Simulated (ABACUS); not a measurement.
# HfO2 (Fm-3m) in ABACUS: further runs

The runs below take HfO2 through single point, with PBE.

Program: ABACUS 3.10.1. These are calculated values, not measurements. Logs are shortened: lines on timing, memory, paths and dates and some standing lists are left out, and cuts for length are marked.

## 1. The crystal as given

Symmetry: Fm-3m, No. 225, cubic system. Conventional cell: a = 5.115 Å, b = 5.115 Å, c = 5.115 Å, α = 90.00°, β = 90.00°, γ = 90.00°. Around Hf (site symmetry m-3m) lie 8 O at 2.21 Å. O (site symmetry -43m) has 4 Hf at 2.21 Å as nearest neighbours.

Measurements of this composition are mostly on another form, of space group No. 14.

## 2. Single point, PBE (cell strained by -0.06 along c)

run_abacus.py reads:

```python
"""ABACUS run from a structure file: ASE reads it, the script writes STRU, KPT and INPUT."""
import re
import subprocess
from ase.io import read
from ase.units import Bohr

atoms = read("HfO2.cif")
atoms = atoms[(-atoms.numbers).argsort(kind="stable")]  # ABACUS lists atoms element by element
pseudo = {'Hf': 'Hf.upf', 'O': 'O.upf'}
orbital = {}
magmoms = None
kmesh = [6, 6, 6]
params = {
    'suffix': 'HfO2',
    'calculation': 'scf',
    'basis_type': 'pw',
    'pseudo_dir': './',
    'symmetry': 1,
    'dft_functional': 'pbe',
    'ecutwfc': 84,
    'pseudo_rcut': 7,
    'nspin': 1,
    'nbands': 16,
    'ks_solver': 'dav',
    'smearing_method': 'fd',
    'smearing_sigma': 0.00367493,
    'scf_thr': 1e-08,
    'scf_nmax': 100,
    'mixing_type': 'broyden',
    'mixing_beta': 0.7,
    'cal_force': 1,
    'cal_stress': 1,
    'kpar': 4,
}

symbols = atoms.get_chemical_symbols()
elements = list(dict.fromkeys(symbols))
lines = ["ATOMIC_SPECIES"] + [f"{e} {atoms.get_masses()[symbols.index(e)]:.4f} {pseudo[e]}" for e in elements]
if orbital:
    lines += ["", "NUMERICAL_ORBITAL"] + [orbital[e] for e in elements]
lines += ["", "LATTICE_CONSTANT", f"{1 / Bohr:.10f}", "", "LATTICE_VECTORS"]
lines += [" ".join(f"{x:.10f}" for x in v) for v in atoms.cell]
lines += ["", "ATOMIC_POSITIONS", "Direct"]
for e in elements:
    lines += ["", e, "0.0", str(symbols.count(e))]
    for i, p in enumerate(atoms.get_scaled_positions(wrap=False)):
        if symbols[i] == e:
            mag = "" if magmoms is None else " mag " + " ".join(str(x) for x in (magmoms[i] if isinstance(magmoms[i], list) else [magmoms[i]]))
            lines.append(" ".join(f"{x:.10f}" for x in p) + " 1 1 1" + mag)
open("STRU", "w").write("\n".join(lines) + "\n")
open("KPT", "w").write("K_POINTS\n0\nGamma\n%d %d %d 0 0 0\n" % tuple(kmesh))
open("INPUT", "w").write("INPUT_PARAMETERS\n" + "".join(f"{k:<20s}{v}\n" for k, v in params.items()))

done = subprocess.run(['mpirun', '-np', '4', 'abacus'])
if done.returncode:
    raise SystemExit(done.returncode)
log = open("OUT.HfO2/running_scf.log").read()
print("final energy (eV):", re.findall(r"FINAL_ETOT_IS (\S+)", log))
```

HfO2.cif reads:

```cif
data_HfO2
_cell_length_a 3.56383748
_cell_length_b 3.56383748
_cell_length_c 3.39984011
_cell_angle_alpha 61.51090655
_cell_angle_beta 61.51090655
_cell_angle_gamma 60.98661659
_space_group_name_H-M_alt 'P1'
_space_group_name_Hall 'P 1'
_space_group_IT_number 1
loop_
_space_group_symop_operation_xyz
'x,y,z'
loop_
_atom_site_label
_atom_site_type_symbol
_atom_site_symmetry_multiplicity
_atom_site_Wyckoff_symbol
_atom_site_fract_x
_atom_site_fract_y
_atom_site_fract_z
_atom_site_occupancy
Hf1 Hf 1 a 0.0000000000 0.0000000000 0.0000000000 1
O1 O 1 a 0.7500000000 0.7500000000 0.7500000000 1
O2 O 1 a 0.2500000000 0.2500000000 0.2500000000 1
```

Potentials or basis: PseudoDojo NC SR 0.4.1 PBE standard, plane waves.

Command:

```console
$ OMP_NUM_THREADS=1 python run_abacus.py > log
```

running log:

```text
ABACUS v3.10.1

               Atomic-orbital Based Ab-initio Computation at UStc

 ------------------------------------------------------------------------------------

 READING GENERAL INFORMATION
                           global_out_dir = OUT.HfO2/
                           global_in_card = INPUT
                               pseudo_dir = ./
                              orbital_dir =
                                    DSIZE = 4
                                    GSIZE = 1

 READING UNITCELL INFORMATION
                                    ntype = 2
                  lattice constant (Bohr) = 1.88973
              lattice constant (Angstrom) = 1

 READING ATOM TYPE 1
                               atom label = Hf
                      L=0, number of zeta = 1
                      L=1, number of zeta = 1
                      L=2, number of zeta = 1
             number of atom for this type = 1

 READING ATOM TYPE 2
                               atom label = O
                      L=0, number of zeta = 1
                      L=1, number of zeta = 1
                      L=2, number of zeta = 1
             number of atom for this type = 2

                        TOTAL ATOM NUMBER = 3
DIRECT COORDINATES
    atom                   x                   y                   z     mag                  vx                  vy                  vz
taud_Hf1            0.0000000000        0.0000000000        0.0000000000  0.0000        0.0000000000        0.0000000000        0.0000000000
taud_O1            0.7500000000        0.7500000000        0.7500000000  0.0000        0.0000000000        0.0000000000        0.0000000000
taud_O2            0.2500000000        0.2500000000        0.2500000000  0.0000        0.0000000000        0.0000000000        0.0000000000

                          Volume (Bohr^3) = 212.227
                             Volume (A^3) = 31.4488

 Lattice vectors: (Cartesian coordinate: in unit of a_0)
             +3.56384                  +0                  +0
             +1.72851             +3.1166                  +0
             +1.62169           +0.954996            +2.83143
 Reciprocal vectors: (Cartesian coordinate: in unit of 2 pi/a_0)
            +0.280596           -0.155623           -0.108222
                   -0           +0.320863           -0.108222
                   +0                  -0           +0.353178
 The esolver type has been set to : ksdft_pw

                PAO radial cut off (Bohr) = 7

 Read in pseudopotential file is Hf.upf
                     pseudopotential type = NC
          exchange-correlation functional = PBE
                 nonlocal core correction = 1
                        valence electrons = 12
                                     lmax = 3
                           number of zeta = 4
                     number of projectors = 8
[... 205 lines left out ...]
 projector 5 L=2
      TOTAL NUMBER OF NONLOCAL PROJECTORS = 58

 Init Non-Local PseudoPotential table :
 Init Non-Local-Pseudopotential done.

                                     npwx = 2770

 Make real space PAO into reciprocal space.
       max mesh points in Pseudopotential = 701
     dq(describe PAO in reciprocal space) = 0.01
                                    max q = 1104

 number of pseudo atomic orbitals for Hf is 4
WARNING: norm of atomic wavefunction # 3 of atomic type Hf is 0.996017, renormalized
WARNING: norm of atomic wavefunction # 4 of atomic type Hf is 0.993003, renormalized

 number of pseudo atomic orbitals for O is 2
WARNING: norm of atomic wavefunction # 2 of atomic type O is 0.999977, renormalized

 -------------------------------------------
 SELF-CONSISTENT
 -------------------------------------------
                                 init_chg = atomic

 PW ALGORITHM --------------- ION=   1  ELEC=   1--------------------------------

 Density error is 1.05246247435
                          Error Threshold = 0.01
----------------------------------------------------------
     Energy           Rydberg                 eV
----------------------------------------------------------
 E_KohnSham     -178.9734865062      -2435.0592074108
 E_Harris       -175.8679160920      -2392.8057542367
 E_Fermi        1.0854964143         14.7689363924
----------------------------------------------------------
[... 75 lines left out ...]
 Density error is 1.0001667411e-09
                          Error Threshold = 3.8293541262e-10
----------------------------------------------------------
     Energy           Rydberg                 eV
----------------------------------------------------------
 E_KohnSham     -179.4025753194      -2440.8972602174
 E_KS(sigma->0) -179.4025753194      -2440.8972602174
 E_Harris       -179.4024218320      -2440.8951719150
 E_band         -6.8261777841        -92.8749134244
 E_one_elec     -23.8411979024       -324.3761386183
 E_Hartree      27.1887995351        369.9225954575
 E_xc           -45.5490007404       -619.7259482755
 E_Ewald        -137.2011762117      -1866.7177687810
 E_entropy(-TS) -0.0000000000        -0.0000000000
 E_descf        0.0000000000         0.0000000000
 E_exx          0.0000000000         0.0000000000
 E_Fermi        1.0785874852         14.6749355900
----------------------------------------------------------

 charge density convergence is achieved
 final etot is -2440.8972602 eV
 EFERMI = 14.67493559 eV

 STATE ENERGY(eV) AND OCCUPATIONS    NSPIN == 1
 1/12 kpoint (Cartesian) = 0.0000 0.0000 0.0000 (2747 pws)
       1       -47.9728     0.00925926
       2       -16.4944     0.00925926
       3       -16.4708     0.00925926
       4       -16.4679     0.00925926
       5       -5.92201     0.00925926
       6       -2.66058     0.00925926
[... 8 lines left out ...]
      15        19.1686    8.61115e-42
      16        23.5389    9.44403e-80
[... 76 lines left out ...]
       3       -16.5594      0.0370370
       4       -16.5268      0.0370370
       5       -4.78959      0.0370370
       6       -3.42941      0.0370370
[... 8 lines left out ...]
      15        20.6317    6.73622e-54
      16        21.8253    2.89242e-64

[... levels at 6 further k points ...]

------------------------------------------------------------------------------------------
 TOTAL-FORCE (eV/Angstrom)
------------------------------------------------------------------------------------------
                       Hf1         0.0000000000         0.0000000000         0.0000000000
                        O1        -0.3705206633        -0.2181950653         0.2858084241
                        O2         0.3705206633         0.2181950653        -0.2858084241
------------------------------------------------------------------------------------------

----------------------------------------------------------------
 TOTAL-STRESS (KBAR)
----------------------------------------------------------------
        92.2255451124        -5.9239795905        86.5358704143
        -5.9239795905        98.7965944385        50.9599106536
        86.5358704143        50.9599106536       173.0749058562
----------------------------------------------------------------
 TOTAL-PRESSURE: 121.365682 KBAR

 --------------------------------------------
 !FINAL_ETOT_IS -2440.8972602173512314 eV
 --------------------------------------------
```

INPUT:

```text
INPUT_PARAMETERS
suffix              HfO2
calculation         scf
basis_type          pw
pseudo_dir          ./
symmetry            1
dft_functional      pbe
ecutwfc             84
pseudo_rcut         7
nspin               1
nbands              16
ks_solver           dav
smearing_method     fd
smearing_sigma      0.00367493
scf_thr             1e-08
scf_nmax            100
mixing_type         broyden
mixing_beta         0.7
cal_force           1
cal_stress          1
kpar                4
```

Run time: 8.2 s. Hardware: 4 MPI ranks of Intel Xeon 6975P-C (Granite Rapids), shared host; peak memory 0.36 GiB.

Results:

- Free energy: -2440.8973 eV
- Pressure: 12.1 GPa
- Largest force: 0.516 eV/Å
- Band gap on the k mesh: 3.69 eV, indirect (least direct gap 3.79 eV)

Forces on the atoms (eV/Å):
```
Hf   0.000  0.000  0.000
O   -0.371 -0.218  0.286
O    0.371  0.218 -0.286
```

Levels at points of the mesh, in eV from the valence-band top:
| k point | band 8 | band 9 | band 10 | band 11 | band 12 | band 13 | band 14 |
| --- | --- | --- | --- | --- | --- | --- | --- |
| (0.00, 0.00, 0.00) | -5.65 | -5.59 | -1.01 | -0.63 | -0.54 | 3.69 | 4.12 |
| (0.50, 0.00, 0.00) | -4.52 | -3.09 | -2.97 | -2.01 | -1.83 | 4.54 | 4.74 |
| (0.50, 0.50, 0.00) | -3.86 | -3.37 | -2.01 | -1.19 | -0.33 | 3.84 | 5.68 |
| (0.50, 0.50, 0.50) | -4.50 | -3.36 | -2.83 | -2.07 | -1.95 | 4.52 | 5.06 |
| (0.50, 0.00, 0.50) | -3.73 | -3.53 | -2.05 | -1.51 | 0.00 | 3.79 | 5.75 |

Caveat: spin-orbit coupling is left out, which moves the levels of the heavy elements. A k mesh can miss the band edges.

[end of part 1 of 2]
